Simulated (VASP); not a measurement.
# CoO (P3m1) in VASP: notebook

The runs below take CoO through single point, with PBE.

Everything below comes from runs of VASP 6.6.1. Logs are shortened: lines on timing, memory, paths and dates and some standing lists are left out, and cuts for length are marked.

## (1) The crystal as given

It takes space group P6_3mc (No. 186, hexagonal). Conventional cell: a = 3.198 Å, b = 3.198 Å, c = 5.229 Å, α = 90.00°, β = 90.00°, γ = 120.00°. Co (site symmetry 3m) has 4 O at 1.93 to 1.97 Å as nearest neighbours. O (site symmetry 3m) has 4 Co at 1.93 to 1.97 Å as nearest neighbours.

Measurements of this composition are mostly on another form, of space group No. 225.

## (2) Single point, PBE, collinear spin, ferromagnetic start

Contents of INCAR:

```
PREC = Accurate
ENCUT = 450
EDIFF = 1E-6
ISMEAR = 0
SIGMA = 0.05
LREAL = F
LASPH = F
NELM = 100
ALGO = Normal
ISIF = 2
LWAVE = F
LCHARG = F
ISPIN = 2
MAGMOM = 2 2 0 0
LORBIT = 11
LMAXMIX = 4
GGA = PE
NBANDS = 27
ADDGRID = F
```

Contents of KPOINTS:

```
Automatic mesh
0
Gamma
  5 5 3
```

Contents of POSCAR:

```
CoO
1.0
    3.1976457435      0.0000000000      0.0000000000
   -1.5988228718      2.7692424462      0.0000000000
    0.0000000000      0.0000000000      5.2287097100
Co O
2 2
Direct
    0.3333333333      0.6666666667      0.5033624100
    0.0000000000      0.0000000000      0.0034741400
    0.3333333333      0.6666666667      0.8715556000
    0.0000000000      0.0000000000      0.3716088500
```

Potentials or basis: VASP PAW PBE potentials, release 64 (Co, O).

Launch:

```sh
$ cat potpaw_PBE.64/Co/POTCAR potpaw_PBE.64/O/POTCAR > POTCAR
$ mpirun -np 1 vasp_std > vasp.out
```

OUTCAR:

```text
PREC = Accurate
   ENCUT = 450
   EDIFF = 1E-6
   ISMEAR = 0
   LREAL = F
   LASPH = F
   NELM = 100
   ISIF = 2
   ISPIN = 2
   LORBIT = 11
   GGA = PE

 Found     12 irreducible k-points:

 Following reciprocal coordinates:
            Coordinates               Weight
  0.000000  0.000000  0.000000      1.000000
  0.200000  0.000000  0.000000      6.000000
  0.400000  0.000000  0.000000      6.000000
  0.200000  0.200000  0.000000      6.000000
  0.400000  0.200000  0.000000      6.000000
  0.000000  0.000000  0.333333      2.000000
   k-points           NKPTS =     12   k-points in BZ     NKDIM =     12   number of bands    NBANDS=     27
   number of dos      NEDOS =    301   number of ions     NIONS =      4
   total plane-waves  NPLWV =  20736
   dimension x,y,z NGX =    24 NGY =   24 NGZ =   36
   dimension x,y,z NGXF=    48 NGYF=   48 NGZF=   72
   ions per type =               2   2
   NGX,Y,Z   is equivalent  to a cutoff of  12.48, 12.48, 11.45 a.u.
   NGXF,Y,Z  is equivalent  to a cutoff of  24.96, 24.96, 22.89 a.u.
 SYSTEM =  unknown system
   PREC   = accura    normal or accurate (medium, high low for compatibility)
   ISTART =      0    job   : 0-new  1-cont  2-samecut
   ICHARG =      2    charge: 1-file 2-atom 10-const
   ISPIN  =      2    spin polarized calculation?
   LNONCOLLINEAR =      F non collinear calculations
   LSORBIT =      F    spin-orbit coupling
   LASPH  =      F    aspherical Exc in radial PAW
   ENCUT  =  450.0 eV  33.07 Ry    5.75 a.u.   5.53  5.53  9.04*2*pi/ulx,y,z
   NELM   =    100;   NELMIN=  2; NELMDL= -5     # of ELM steps
   EDIFF  = 0.1E-05   stopping-criterion for ELM
   LREAL  =      F    real-space projection
   EDIFFG = 0.1E-04   stopping-criterion for IOM
   NSW    =      0    number of steps for IOM
   IBRION =     -1    ionic relax: 0-MD 1-quasi-New 2-CG
   NFREE  =      0    steps in history (QN), initial steepest desc. (CG)
   ISIF   =      2    stress and relaxation
   ISYM   =      2    0-nonsym 1-usesym 2-fastsym
   POTIM  = 0.5000    time-step for ionic-motion
   TEBEG  =    0.0;   TEEND  =   0.0 temperature during run
   PSTRESS=    0.0 pullay stress
   NELECT =      30.0000    total number of electrons
   NUPDOWN=      -1.0000    fix difference up-down
   EMIN   =  10.00;   EMAX   =-10.00  energy-range for DOS
   EFERMI =   0.00;   METHOD = LEGACY
   ISMEAR =     0;   SIGMA  =   0.05  broadening in eV -4-tet -1-fermi 0-gaus
   EFERMI_NEDOS =   21; number of points for ismear=-14 and -15
   IALGO  =     38    algorithm
   IMIX   =      4    mixing-type and parameters
     AMIX     =   0.40;   BMIX     =  1.00
     AMIX_MAG =   1.60;   BMIX_MAG =  1.00
  volume/ion in A,a.u.               =      11.58        78.11
  Fermi-wavevector in a.u.,A,eV,Ry     =   1.416620  2.677023 27.304329  2.006812
  Thomas-Fermi vector in A             =   2.537935
   LORBIT       =     11    0 simple, 1 ext, 2 COOP (PROOUT), +10 PAW based schemes
   GGA     = PE    functional components
   LHFCALC =     F    Hartree Fock is set to
   AEXX    =    0.0000 exact exchange contribution
   IVDW    =     0    specifies the selected vdW correction
   LEPSILON=     F    determine dielectric tensor
   LRPA    =     F    only Hartree local field effects (RPA)
 spin polarized calculation
 Gauss-broadening in eV      SIGMA  =   0.05
  energy-cutoff  :      450.00
  volume of cell :       46.30
 maximum number of plane-waves:      1020
 NGX is ok and might be reduce to    24
   NGX = 11   NGY = 11   NGZ = 19

 number of electron      30.0000009 magnetization       5.9236321

 Free energy of the ion-electron system (eV)
  ---------------------------------------------------
  ext. energy  EPLUGINS =         0.00000000
  ---------------------------------------------------
  free energy    TOTEN  =       -26.51450165 eV

  energy without entropy =      -26.51256070  energy(sigma->0) =      -26.51353118

 E-fermi :   6.0094     XC(G=0): -11.1278

 val. band max:        5.9693784569   @ k =   0.2000   0.0000   0.0000
 cond. band min:       6.0130861037   @ k =   0.4000   0.2000   0.0000
 fundamental gap:      0.0437076469
 Fermi energy:         6.0093598498

 spin component 1

 k-point     1 :       0.0000    0.0000    0.0000
  band No.  band energies     occupation
      1     -14.0166      1.00000
      2     -13.3896      1.00000
      3      -1.0214      1.00000
      4      -0.2512      1.00000
      5      -0.0775      1.00000
      6      -0.0775      1.00000
[... 19 lines left out ...]
     26      20.7634      0.00000
     27      22.1835      0.00000

 k-point     2 :       0.2000    0.0000    0.0000
  band No.  band energies     occupation
      1     -13.8299      1.00000
      2     -13.3133      1.00000
      3      -0.7091      1.00000
      4      -0.4638      1.00000
      5      -0.1251      1.00000
      6       0.0281      1.00000
[... 19 lines left out ...]
     26      20.8191      0.00000
     27      21.3409      0.00000

 k-point     3 :       0.4000    0.0000    0.0000
  band No.  band energies     occupation
      1     -13.4828      1.00000
      2     -13.2203      1.00000
      3      -0.8868      1.00000
      4      -0.5422      1.00000
      5       0.0227      1.00000
      6       0.1686      1.00000
[... 19 lines left out ...]
     26      20.0072      0.00000
     27      22.5022      0.00000

 k-point     4 :       0.2000    0.2000    0.0000
  band No.  band energies     occupation
      1     -13.5595      1.00000
      2     -13.2310      1.00000
      3      -0.7125      1.00000
      4      -0.4222      1.00000
      5       0.0432      1.00000
      6       0.0678      1.00000
[... 19 lines left out ...]
     26      20.8643      0.00000
     27      22.1702      0.00000

 k-point     5 :       0.4000    0.2000    0.0000
  band No.  band energies     occupation
      1     -13.3435      1.00000
      2     -13.2255      1.00000
      3      -0.5184      1.00000
      4      -0.4958      1.00000
      5       0.0218      1.00000
      6       0.1062      1.00000
[... 19 lines left out ...]
     26      19.5268      0.00000
     27      21.8840      0.00000

 k-point     6 :       0.0000    0.0000    0.3333
  band No.  band energies     occupation
      1     -13.8631      1.00000
      2     -13.5488      1.00000
      3      -0.9926      1.00000
      4      -0.6097      1.00000
      5      -0.0115      1.00000
      6      -0.0115      1.00000
[... 19 lines left out ...]
     26      20.0867      0.00000
     27      23.3643      0.00000

 [... further k-points ...]

 spin component 2

 k-point     1 :       0.0000    0.0000    0.0000
  band No.  band energies     occupation
      1     -13.4279      1.00000
      2     -12.7631      1.00000
      3      -0.4884      1.00000
      4       1.0436      1.00000
      5       1.1864      1.00000
      6       1.1864      1.00000
[... 19 lines left out ...]
     26      21.2829      0.00000
     27      23.1258      0.00000

 k-point     2 :       0.2000    0.0000    0.0000
  band No.  band energies     occupation
      1     -13.2314      1.00000
      2     -12.6819      1.00000
      3      -0.1288      1.00000
      4       0.5253      1.00000
      5       0.9465      1.00000
      6       1.1687      1.00000
[... 19 lines left out ...]
     26      21.5441      0.00000
     27      21.8578      0.00000

 k-point     3 :       0.4000    0.0000    0.0000
  band No.  band energies     occupation
      1     -12.8629      1.00000
      2     -12.5830      1.00000
      3      -0.1695      1.00000
      4       0.1505      1.00000
      5       0.6736      1.00000
      6       1.2974      1.00000
[... 19 lines left out ...]
     26      20.6681      0.00000
     27      23.3304      0.00000

 k-point     4 :       0.2000    0.2000    0.0000
  band No.  band energies     occupation
      1     -12.9449      1.00000
      2     -12.5941      1.00000
      3       0.0814      1.00000
      4       0.3093      1.00000
      5       0.7071      1.00000
      6       1.1114      1.00000
[... 19 lines left out ...]
     26      21.4477      0.00000
     27      22.9752      0.00000

 k-point     5 :       0.4000    0.2000    0.0000
  band No.  band energies     occupation
      1     -12.7142      1.00000
      2     -12.5885      1.00000
      3       0.0831      1.00000
      4       0.2559      1.00000
      5       0.8603      1.00000
      6       0.9765      1.00000
[... 19 lines left out ...]
     26      20.2216      0.00000
     27      22.7032      0.00000

 k-point     6 :       0.0000    0.0000    0.3333
  band No.  band energies     occupation
      1     -13.2665      1.00000
      2     -12.9335      1.00000
      3      -0.2617      1.00000
      4       0.4672      1.00000
      5       1.2217      1.00000
      6       1.2217      1.00000
[... 19 lines left out ...]
     26      20.6560      0.00000
     27      23.9804      0.00000

 [... further k-points ...]

------------------------ aborting loop because EDIFF is reached ----------------------------------------

  FORCE on cell =-STRESS in cart. coord.  units (eV):
  Direction    XX          YY          ZZ          XY          YZ          ZX
  --------------------------------------------------------------------------------------
  -------------------------------------------------------------------------------------
  Total       -0.6153799     -0.6153799      0.6237486      0.0000000     -0.0000000      0.0000000
  in kB      -21.2945302    -21.2945302     21.5841196      0.0000000     -0.0000000      0.0000000
  external PRESSURE =      -7.0016469 kB  Pullay stress =       0.0000000 kB

 VOLUME and BASIS-vectors are now :
 -----------------------------------------------------------------------------
  energy-cutoff  :      450.00
  volume of cell :       46.30
      direct lattice vectors                 reciprocal lattice vectors
     3.197645743  0.000000000  0.000000000     0.312730077  0.180554794  0.000000000
    -1.598822872  2.769242446  0.000000000     0.000000000  0.361109588  0.000000000
     0.000000000  0.000000000  5.228709710     0.000000000  0.000000000  0.191251773

 POSITION                                       TOTAL-FORCE (eV/Angst)
 -----------------------------------------------------------------------------------
     -0.00000      1.84616      2.63194        -0.000000      0.000000     -0.248632
      0.00000      0.00000      0.01817        -0.000000      0.000000     -0.255830
     -0.00000      1.84616      4.55711         0.000000     -0.000000      0.252842
      0.00000      0.00000      1.94303        -0.000000      0.000000      0.251621
 -----------------------------------------------------------------------------------
    total drift:                               -0.000000     -0.000001     -0.002452

  FREE ENERGIE OF THE ION-ELECTRON SYSTEM (eV)
  ---------------------------------------------------
  free  energy   TOTEN  =       -26.5145016519 eV

  energy  without entropy=      -26.5125607010  energy(sigma->0) =      -26.51353118

 total charge

# of ion       s       p       d       tot
------------------------------------------
    1        0.347   0.435   7.188   7.969
    2        0.347   0.435   7.188   7.970
    3        1.561   3.446   0.000   5.007
    4        1.561   3.446   0.000   5.007
--------------------------------------------------
tot          3.816   7.762  14.375  25.953

 magnetization (x)

# of ion       s       p       d       tot
------------------------------------------
    1        0.015   0.058   2.447   2.520
    2        0.015   0.058   2.446   2.519
    3        0.022   0.315   0.000   0.337
    4        0.022   0.315   0.000   0.337
--------------------------------------------------
tot          0.075   0.746   4.893   5.713
```

Run time: 12 s. Hardware: 1 thread of Intel Xeon 6975P-C (Granite Rapids), shared host; peak memory 0.17 GiB.

The run converged, but some of its settings lie outside the range that counts as converged, so its numbers aren't taken as properties of the crystal.

What came out:

```yaml
Free_energy: -26.5145 eV
Largest_force: 0.256 eV/Å
Band_gap_on_the_k_mesh: none (metal or under the smearing width)
Net_moment: 5.92 μB per cell
Site_moments: Co +2.52; O +0.34 μB
Valence_electrons_inside_the_program's_atomic_spheres: Co 7.97; O 5.01
```

Caveat: the k mesh is coarse (spacing up to 0.45 Å⁻¹), so the values aren't converged; the cutoff is under 1.25 times the usual one of these potentials, so pressure, stress and relaxed cells hold a basis-set (Pulay) error; semilocal functionals often make such compounds metallic where correlation or magnetic order opens a gap, which also shifts bond lengths.

[end of part 1 of 3]
